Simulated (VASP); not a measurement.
# Mo (Im-3m) in VASP: notebook

Runs on Mo. Level: r2SCAN. Tasks: relaxation of cell and atoms, relaxation of the atoms.

Program: VASP 6.6.1. These are calculated values, not measurements. Logs are shortened: lines on timing, memory, paths and dates and some standing lists are left out, and cuts for length are marked.

**1. The structure**

The structure is cubic, space group Im-3m (No. 229). Conventional cell: a = 3.154 Å, b = 3.154 Å, c = 3.154 Å, α = 90.00°, β = 90.00°, γ = 90.00°. Around Mo (site symmetry m-3m) lie 8 Mo at 2.73 Å.

**2. Relaxation of cell and atoms, r2SCAN**

INCAR reads:

```
PREC = Accurate
ENCUT = 600
EDIFF = 1E-7
ISMEAR = 1
SIGMA = 0.1
LREAL = False
LASPH = True
NELM = 80
ALGO = Normal
ISIF = 3
LWAVE = False
LCHARG = False
METAGGA = R2SCAN
LMIXTAU = True
IBRION = 2
NSW = 90
EDIFFG = -0.005
```

KPOINTS reads:

```
regular mesh
0
Gamma
  16 16 16
```

POSCAR reads:

```
Mo                                      
1.0
   -1.5767947528      1.5767947528      1.5767947528
    1.5767947528     -1.5767947528      1.5767947528
    1.5767947528      1.5767947528     -1.5767947528
  Mo            
     1
Direct
     0.0000000000000000    0.0000000000000000    0.0000000000000000
```

Potentials or basis: VASP PAW PBE potentials, release 64 (Mo_sv).

Command:

```console
cat potpaw_PBE.64/Mo_sv/POTCAR > POTCAR
mpirun -np 1 vasp_std > vasp.out
```

OUTCAR:

```text
PREC = Accurate
   ENCUT = 600
   EDIFF = 1E-7
   ISMEAR = 1
   LREAL = False
   LASPH = True
   NELM = 80
   ISIF = 3
   METAGGA = R2SCAN
   IBRION = 2
   NSW = 90
   EDIFFG = -0.005

 ion  position               nearest neighbor table
   1  0.000  0.000  0.000-

  LATTYP: Found a body centered cubic cell.
 ALAT       =     3.1535895056

  Lattice vectors:

 A1 = (  -1.5767947528,   1.5767947528,   1.5767947528)
 A2 = (   1.5767947528,  -1.5767947528,   1.5767947528)
 A3 = (   1.5767947528,   1.5767947528,  -1.5767947528)

Analysis of symmetry for initial positions (statically):
=====================================================================
 Subroutine PRICEL returns:
 Original cell was already a primitive cell.

 Routine SETGRP: Setting up the symmetry group for a
 body centered cubic supercell.

 Subroutine GETGRP returns: Found 48 space group operations
 (whereof 48 operations were pure point group operations)
 out of a pool of 48 trial point group operations.

The static configuration has the point symmetry O_h .

Analysis of symmetry for dynamics (positions and initial velocities):
=====================================================================
 Subroutine PRICEL returns:
 Original cell was already a primitive cell.

 Routine SETGRP: Setting up the symmetry group for a
 body centered cubic supercell.

 Subroutine GETGRP returns: Found 48 space group operations
 (whereof 48 operations were pure point group operations)
 out of a pool of 48 trial point group operations.

The dynamic configuration has the point symmetry O_h .

 Subroutine INISYM returns: Found 48 space group operations
 (whereof 48 operations are pure point group operations),
 and found     1 'primitive' translations

----------------------------------------------------------------------------------------

                                     Primitive cell

  volume of cell :      15.6814

  direct lattice vectors                    reciprocal lattice vectors
    -1.576794753  1.576794753  1.576794753     0.000000000  0.317098975  0.317098975
     1.576794753 -1.576794753  1.576794753     0.317098975  0.000000000  0.317098975
     1.576794753  1.576794753 -1.576794753     0.317098975  0.317098975  0.000000000

  length of vectors
     2.731088625  2.731088625  2.731088625     0.448445671  0.448445671  0.448445671

  position of ions in fractional coordinates (direct lattice)
     0.000000000  0.000000000  0.000000000

  ion indices of the primitive-cell ions
   primitive index   ion index
                 1           1

----------------------------------------------------------------------------------------

 KPOINTS: regular mesh

Automatic generation of k-mesh.
 Grid dimensions read from file:
 generate k-points for:   16   16   16

 Generating k-lattice:

  Cartesian coordinates                     Fractional coordinates (reciprocal lattice)
     0.000000000  0.019818686  0.019818686     0.062500000  0.000000000  0.000000000
     0.019818686  0.000000000  0.019818686     0.000000000  0.062500000  0.000000000
     0.019818686  0.019818686  0.000000000     0.000000000  0.000000000  0.062500000

  Length of vectors
     0.028027854  0.028027854  0.028027854

  Shift w.r.t. Gamma in fractional coordinates (k-lattice)
     0.000000000  0.000000000  0.000000000

 Subroutine IBZKPT returns following result:
 ===========================================

 Found    145 irreducible k-points:

 Following reciprocal coordinates:
            Coordinates               Weight
  0.000000  0.000000  0.000000      1.000000
  0.062500  0.000000  0.000000     12.000000
  0.125000  0.000000  0.000000     12.000000
  0.187500  0.000000  0.000000     12.000000
  0.250000  0.000000  0.000000     12.000000
  0.312500  0.000000  0.000000     12.000000
[... 16 lines left out ...]
  0.187500  0.187500  0.000000     24.000000
  0.250000  0.187500  0.000000     48.000000
 [... further k-points ...]
   k-points           NKPTS =    145   k-points in BZ     NKDIM =    145   number of bands    NBANDS=     11
   number of dos      NEDOS =    301   number of ions     NIONS =      1
   total plane-waves  NPLWV =  13824
   dimension x,y,z NGX =    24 NGY =   24 NGZ =   24
   dimension x,y,z NGXF=    48 NGYF=   48 NGZF=   48
   ions per type =               1
   NGX,Y,Z   is equivalent  to a cutoff of  14.61, 14.61, 14.61 a.u.
   NGXF,Y,Z  is equivalent  to a cutoff of  29.22, 29.22, 29.22 a.u.
 SYSTEM =  unknown system
   PREC   = accura    normal or accurate (medium, high low for compatibility)
   ISTART =      0    job   : 0-new  1-cont  2-samecut
   ICHARG =      2    charge: 1-file 2-atom 10-const
   ISPIN  =      1    spin polarized calculation?
   LNONCOLLINEAR =      F non collinear calculations
   LSORBIT =      F    spin-orbit coupling
   LASPH  =      T    aspherical Exc in radial PAW
   ENCUT  =  600.0 eV  44.10 Ry    6.64 a.u.   5.45  5.45  5.45*2*pi/ulx,y,z
   NELM   =     80;   NELMIN=  2; NELMDL= -5     # of ELM steps
   EDIFF  = 0.1E-06   stopping-criterion for ELM
   LREAL  =      F    real-space projection
   EDIFFG = -.5E-02   stopping-criterion for IOM
   NSW    =     90    number of steps for IOM
   IBRION =      2    ionic relax: 0-MD 1-quasi-New 2-CG
   NFREE  =      1    steps in history (QN), initial steepest desc. (CG)
   ISIF   =      3    stress and relaxation
   ISYM   =      2    0-nonsym 1-usesym 2-fastsym
   POTIM  = 0.5000    time-step for ionic-motion
   TEBEG  =    0.0;   TEEND  =   0.0 temperature during run
   PSTRESS=    0.0 pullay stress
   NELECT =      14.0000    total number of electrons
   NUPDOWN=      -1.0000    fix difference up-down
   EMIN   =  10.00;   EMAX   =-10.00  energy-range for DOS
   EFERMI =   0.00;   METHOD = LEGACY
   ISMEAR =     1;   SIGMA  =   0.10  broadening in eV -4-tet -1-fermi 0-gaus
   EFERMI_NEDOS =   21; number of points for ismear=-14 and -15
   IALGO  =     38    algorithm
   IMIX   =      4    mixing-type and parameters
     AMIX     =   0.40;   BMIX     =  1.00
     AMIX_MAG =   1.60;   BMIX_MAG =  1.00
  volume/ion in A,a.u.               =      15.68       105.82
  Fermi-wavevector in a.u.,A,eV,Ry     =   1.576361  2.978890 33.809307  2.484914
  Thomas-Fermi vector in A             =   2.677206
   LORBIT       =      0    0 simple, 1 ext, 2 COOP (PROOUT), +10 PAW based schemes
   METAGGA = R2SCAN    functional components
   LHFCALC =     F    Hartree Fock is set to
   AEXX    =    0.0000 exact exchange contribution
   IVDW    =     0    specifies the selected vdW correction
   LEPSILON=     F    determine dielectric tensor
   LRPA    =     F    only Hartree local field effects (RPA)
 conjugate gradient relaxation of ions
 non-spin polarized calculation
 Methfessel and Paxton  Order N= 1 SIGMA  =   0.10
  energy-cutoff  :      600.00
  volume of cell :       15.68
 maximum number of plane-waves:       540
 NGX is ok and might be reduce to    24
   NGX = 11   NGY = 11   NGZ = 11

 number of electron      14.0000002 magnetization

 Free energy of the ion-electron system (eV)
  ---------------------------------------------------
  ext. energy  EPLUGINS =         0.00000000
  ---------------------------------------------------
  free energy    TOTEN  =       -26.08175685 eV

  energy without entropy =      -26.08222173  energy(sigma->0) =      -26.08191181

 E-fermi :  12.4980     XC(G=0): -14.6152

 val. band max:       12.4870371772   @ k =  -0.1875   0.1875   0.0625
 cond. band min:      12.5262481318   @ k =   0.4375   0.1250   0.0000
 fundamental gap:      0.0392109546
 Fermi energy:        12.4979511030

 k-point     1 :       0.0000    0.0000    0.0000
  band No.  band energies     occupation
      1     -50.7154      2.00000
      2     -23.1956      2.00000
      3     -23.1956      2.00000
      4     -23.1956      2.00000
      5       4.8460      2.00000
      6      11.0851      2.00000
      7      11.0851      2.00000
      8      11.0851      2.00000
      9      14.4120     -0.00000
     10      14.4120     -0.00000
     11      27.9894      0.00000

 k-point     2 :       0.0625    0.0000    0.0000
  band No.  band energies     occupation
      1     -50.7046      2.00000
      2     -23.2566      2.00000
      3     -23.2142      2.00000
      4     -23.1960      2.00000
      5       5.0274      2.00000
      6      10.9817      2.00000
      7      11.0667      2.00000
      8      11.2540      2.00000
      9      14.2580     -0.00000
     10      14.4133     -0.00000
     11      28.1238      0.00000

 k-point     3 :       0.1250    0.0000    0.0000
  band No.  band energies     occupation
      1     -50.6739      2.00000
      2     -23.4281      2.00000
      3     -23.2670      2.00000
      4     -23.1973      2.00000
      5       5.5381      2.00000
      6      10.7002      2.00000
      7      10.9863      2.00000
      8      11.7518      2.00000
      9      13.9442     -0.00000
     10      14.4263     -0.00000
     11      28.4176      0.00000

 k-point     4 :       0.1875    0.0000    0.0000
  band No.  band energies     occupation
      1     -50.6275      2.00000
      2     -23.6794      2.00000
      3     -23.3452      2.00000
      4     -23.1992      2.00000
      5       6.2589      2.00000
      6      10.3095      2.00000
      7      10.8419      2.00000
      8      12.5506      0.23171
      9      13.7524     -0.00000
     10      14.4716     -0.00000
     11      28.5033      0.00000

 k-point     5 :       0.2500    0.0000    0.0000
  band No.  band energies     occupation
      1     -50.5723      2.00000
      2     -23.9681      2.00000
      3     -23.4362      2.00000
      4     -23.2016      2.00000
      5       6.9291      2.00000
      6       9.8877      2.00000
      7      10.8566      2.00000
      8      13.5990     -0.00000
      9      13.8084     -0.00000
     10      14.5673      0.00000
     11      27.9642      0.00000
[... 211 lines left out ...]
 k-point    21 :       0.3750    0.1250    0.0000
  band No.  band energies     occupation
      1     -50.4259      2.00000
      2     -24.5733      2.00000
      3     -23.7220      2.00000
      4     -23.2853      2.00000
      5       7.4608      2.00000
      6       9.1324      2.00000
      7      12.2151      2.00047
      8      14.2037     -0.00000
      9      15.4114      0.00000
     10      18.2218      0.00000
     11      24.8179      0.00000

 k-point    22 :       0.4375    0.1250    0.0000
  band No.  band energies     occupation
      1     -50.4154      2.00000
      2     -24.6160      2.00000
      3     -23.7449      2.00000
      4     -23.2863      2.00000
      5       7.3921      2.00000
      6       9.0776      2.00000
      7      12.5262      0.54166
      8      14.2310     -0.00000
      9      15.5726      0.00000
     10      18.6885      0.00000
     11      24.2715      0.00000

 k-point    23 :       0.1875    0.1875    0.0000
  band No.  band energies     occupation
      1     -50.5039      2.00000
      2     -24.2167      2.00000
      3     -23.5543      2.00000
      4     -23.3044      2.00000
      5       7.9247      2.00000
      6       9.7044      2.00000
      7      10.1686      2.00000
      8      13.5156     -0.00000
      9      15.0260      0.00000
     10      15.8112      0.00000
     11      27.5716      0.00000

 k-point    24 :       0.2500    0.1875    0.0000
  band No.  band energies     occupation
      1     -50.4599      2.00000
      2     -24.3662      2.00000
      3     -23.6788      2.00000
      4     -23.3241      2.00000
      5       8.1027      2.00000
      6       9.4512      2.00000
      7      10.5693      2.00000
      8      13.7406     -0.00000
      9      15.1669      0.00000
     10      17.3051      0.00000
     11      26.3677      0.00000

 [... further k-points ...]

------------------------ aborting loop because EDIFF is reached ----------------------------------------

  FORCE on cell =-STRESS in cart. coord.  units (eV):
  Direction    XX          YY          ZZ          XY          YZ          ZX
  --------------------------------------------------------------------------------------
  -------------------------------------------------------------------------------------
  Total       -0.0003911     -0.0003911     -0.0003911      0.0000000     -0.0000000      0.0000000
  in kB       -0.0399572     -0.0399572     -0.0399572      0.0000000     -0.0000000      0.0000000
  external PRESSURE =      -0.0399572 kB  Pullay stress =       0.0000000 kB

 VOLUME and BASIS-vectors are now :
 -----------------------------------------------------------------------------
  energy-cutoff  :      600.00
  volume of cell :       15.68
      direct lattice vectors                 reciprocal lattice vectors
    -1.576794753  1.576794753  1.576794753     0.000000000  0.317098975  0.317098975
     1.576794753 -1.576794753  1.576794753     0.317098975  0.000000000  0.317098975
     1.576794753  1.576794753 -1.576794753     0.317098975  0.317098975  0.000000000

 POSITION                                       TOTAL-FORCE (eV/Angst)
 -----------------------------------------------------------------------------------
      0.00000      0.00000      0.00000         0.000000      0.000000      0.000000
 -----------------------------------------------------------------------------------
    total drift:                               -0.000000      0.000000      0.000000

  FREE ENERGIE OF THE ION-ELECTRON SYSTEM (eV)
  ---------------------------------------------------
  free  energy   TOTEN  =       -26.0817568498 eV

  energy  without entropy=      -26.0822217298  energy(sigma->0) =      -26.08191181

 reached required accuracy - stopping structural energy minimisation
```

Wall time 81 s (1 thread of AMD EPYC 9R45 (Zen 5), shared host); peak memory 0.14 GiB.

What came out:

```yaml
Free_energy: -26.0818 eV
Pressure_after_relaxing: 0.0 GPa
Band_gap_on_the_k_mesh: none (metal or under the smearing width)
```

Final structure:
```
CELL_PARAMETERS angstrom
-1.57679 1.57679 1.57679
1.57679 -1.57679 1.57679
1.57679 1.57679 -1.57679
ATOMIC_POSITIONS crystal
Mo 0.00000 0.00000 0.00000
```

Caveat: the relaxation stopped at its first step, so nothing moved; the PAW data sets were made with another functional, which shifts forces and pressure a little.

**3. Relaxation of the atoms, r2SCAN (a relaxed cell with its volume scaled by 0.94)**

INCAR, as its differences from that of step 2:

```diff
@@ -9,3 +9,3 @@
 ALGO = Normal
-ISIF = 3
+ISIF = 2
 LWAVE = False
@@ -15,3 +15,3 @@
 IBRION = 2
-NSW = 90
-EDIFFG = -0.005
+NSW = 40
+EDIFFG = -0.01
```

KPOINTS is that of step 2.

POSCAR reads:

```
Mo                                      
1.0
   -1.5446062361      1.5446062361      1.5446062361
    1.5446062361     -1.5446062361      1.5446062361
    1.5446062361      1.5446062361     -1.5446062361
  Mo            
     1
Direct
     0.0000000000000000    0.0000000000000000    0.0000000000000000
```

Potentials or basis: VASP PAW PBE potentials, release 64 (Mo_sv).

Command:

```console
cat potpaw_PBE.64/Mo_sv/POTCAR > POTCAR
mpirun -np 1 vasp_std > vasp.out
```

Run time: 82 s. Hardware: 1 thread of AMD EPYC 9R45 (Zen 5), shared host; peak memory 0.14 GiB.

The run converged. Its results:

```
Free energy             : -26.0276 eV
Pressure after relaxing : 19.4 GPa
Band gap on the k mesh  : none (metal or under the smearing width)
```

Final structure:
```cif
data_structure
_symmetry_space_group_name_H-M 'P 1'
_symmetry_Int_Tables_number 1
_cell_length_a 2.6753
_cell_length_b 2.6753
_cell_length_c 2.6753
_cell_angle_alpha 109.471
_cell_angle_beta 109.471
_cell_angle_gamma 109.471
_cell_volume 14.74
loop_
_atom_site_label
_atom_site_type_symbol
_atom_site_fract_x
_atom_site_fract_y
_atom_site_fract_z
_atom_site_occupancy
Mo1 Mo 0.00000 0.00000 0.00000 1
```

Levels at points of the mesh, in eV from the Fermi level:
```csv
k point,band 4,band 5,band 6,band 7,band 8,band 9,band 10,band 11
"(0.00, 0.00, 0.00)",-35.58,-7.86,-1.57,-1.57,-1.57,1.99,1.99,15.55
"(0.50, 0.00, 0.00)",-35.59,-6.00,-3.91,1.82,2.01,2.76,5.35,12.60
"(0.50, 0.50, 0.50)",-36.80,-6.17,-6.17,4.48,4.48,4.48,9.95,9.95
```

Caveat: the relaxation stopped at its first step, so nothing moved; the PAW data sets were made with another functional, which shifts forces and pressure a little.

**4. Relaxation of the atoms, r2SCAN (a relaxed cell with its volume scaled by 0.96)**

INCAR is that of step 3.

KPOINTS is that of step 3.

POSCAR reads:

```
Mo                                      
1.0
   -1.5554841032      1.5554841032      1.5554841032
    1.5554841032     -1.5554841032      1.5554841032
    1.5554841032      1.5554841032     -1.5554841032
  Mo            
     1
Direct
     0.0000000000000000    0.0000000000000000    0.0000000000000000
```

Command:

```console
cat potpaw_PBE.64/Mo_sv/POTCAR > POTCAR
mpirun -np 1 vasp_std > vasp.out
```

Wall time 1.8 min (1 thread of AMD EPYC 9R45 (Zen 5), shared host); peak memory 0.14 GiB.

It converged, with:

```
Free energy             : -26.0585 eV
Pressure after relaxing : 12.2 GPa
Band gap on the k mesh  : none (metal or under the smearing width)
```

Final structure:
```cif
data_structure
_symmetry_space_group_name_H-M 'P 1'
_symmetry_Int_Tables_number 1
_cell_length_a 2.6942
_cell_length_b 2.6942
_cell_length_c 2.6942
_cell_angle_alpha 109.471
_cell_angle_beta 109.471
_cell_angle_gamma 109.471
_cell_volume 15.05
loop_
_atom_site_label
_atom_site_type_symbol
_atom_site_fract_x
_atom_site_fract_y
_atom_site_fract_z
_atom_site_occupancy
Mo1 Mo 0.00000 0.00000 0.00000 1
```

Levels at points of the mesh, in eV from the Fermi level:
| k point | band 3 | band 4 | band 5 | band 6 | band 7 | band 8 | band 9 | band 10 | band 11 |
| --- | --- | --- | --- | --- | --- | --- | --- | --- | --- |
| (0.00, 0.00, 0.00) | -35.62 | -35.62 | -7.80 | -1.52 | -1.52 | -1.52 | 1.96 | 1.96 | 15.53 |
| (0.50, 0.00, 0.00) | -36.15 | -35.64 | -5.86 | -3.79 | 1.72 | 1.97 | 2.70 | 5.19 | 12.56 |
| (0.50, 0.50, 0.50) | -36.78 | -36.78 | -5.98 | -5.98 | 4.35 | 4.35 | 4.35 | 9.77 | 9.77 |

Caveat: the relaxation stopped at its first step, so nothing moved; the PAW data sets were made with another functional, which shifts forces and pressure a little.

**5. The runs side by side**

```csv
task,cell,gap on the mesh (eV),pressure (GPa)
relaxation of cell and atoms,relaxed,none,0.0
relaxation of the atoms,atoms relaxed from: a relaxed cell with its volume scaled by 0.94,none,19.4
relaxation of the atoms,atoms relaxed from: a relaxed cell with its volume scaled by 0.96,none,12.2
```

Alike in all rows: level r2SCAN; potentials or basis VASP PAW PBE potentials, release 64 (Mo_sv); no spin polarisation; k mesh 16 × 16 × 16; cutoff (eV) 600; smearing methfessel-paxton 0.1 eV.

Caveats: the relaxation stopped at its first step, so nothing moved; the PAW data sets were made with another functional, which shifts forces and pressure a little.

Absolute energies hang on the potentials; compare differences alone.
